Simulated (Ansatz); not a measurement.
**TaN: strain energy, fitted**

TaN, P-6m2, a = 2.924 Å, c = 2.871 Å. This isn't the usual stable structure of the compound. Ansatz: PBEsol, PAW, 420 eV, Γ-centred 24×24×18 mesh on 2 atoms, Gaussian smearing 0.10 eV; no spin polarisation. Series: biaxial strain in the a-b plane, c and atoms relaxed; x is the strain in per cent. y is the free energy over the unstrained cell, V0 = 10.628 Å³/atom.

```tsv
x (%)	y (meV/atom)
-4.5	?
-3.0	52.95
-1.5	12.80
0.0	0.00
1.5	11.98
3.0	46.30
4.5	100.65
```

**Question.** Fit y = c2 x² + c3 x³ to the other rows, turn c2 into a modulus, and predict the missing energy.

**Answer.** Least squares on the rows shown. y = 5.5164 x² − 0.12160 x³. In eV per unit strain² c2 is 55.16; M is the biaxial modulus (E = M V0 ε²): 55.16 × 160.2 / (10.628) = 832 GPa. At x = -4.5 the fit asked for gives 122.79 meV/atom. The run gave 123.19 meV/atom, so the fit is 0.40 meV/atom too low, 0.32 % of the span of the series, against an rms of 0.03 meV/atom on the fitted rows. The row lies outside the fitted range. With a term in x⁴ added, a fit to the same known rows predicts 123.09 meV/atom, so most of the miss is curvature that the known rows already hold.

Spin–orbit coupling is left out, which can shift energies with elements as heavy as these.